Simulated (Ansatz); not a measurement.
**Si2W under changes of volume**

One of the cells (13.479 Å³/atom); the others are scaled copies at fixed shape and fractional positions:

```xyz
3
Lattice="-1.6069 1.6069 3.9150 1.6069 -1.6069 3.9150 1.6069 1.6069 -3.9150" Properties=species:S:1:pos:R:3 pbc="T T T"
W     0.0000    0.0000    0.0000
Si    0.0000    0.0000    5.2092
Si    0.0000    0.0000    2.6207
```

| Property | Result |
| --- | --- |
| Program | Ansatz 0.2.0 |
| Functional | LDA |
| Potentials or basis | Ansatz PAW |
| Cutoff | 420 eV (not typed: the program's choice for these potentials) |
| k mesh | 12 × 12 × 12 |
| Occupations | fermi-dirac, width 0.05 eV |
| Spin | no spin polarisation |

```csv
volume (Å³/atom),energy over the lowest point (meV/atom),pressure (GPa),largest force (eV/Å)
12.670,13.61,9.7,0.121
12.939,2.25,3.9,0.060
13.209,0.00,-1.2,0.003
13.479,5.90,-5.8,0.051
13.748,19.10,-9.9,0.101
14.018,?,?,?
14.287,64.42,-16.8,0.193
```

**Question.** What does the run at 14.018 Å³/atom give?

**Answer.** Energy over the lowest point 38.84 meV/atom; pressure -13.5 GPa; largest force 0.148 eV/Å.

Worked out: A Birch-Murnaghan fit of order 3 (a polynomial in V^(-2/3)) to the other rows has its minimum at 13.14 Å³/atom with B0 = V·E''(V) = 243 GPa and B' = 4.4 at fixed shape and positions, which overstates the stiffness. It gives 38.87 meV/atom at 14.018 Å³/atom, against the run's 38.84, and -dE/dV = -13.5 GPa, against -13.5.

Energies are extrapolated to zero smearing.

Caveats: the PAW data sets come from PBE, with cores solved anew for the run's functional, which leaves a small shift of forces and pressure.
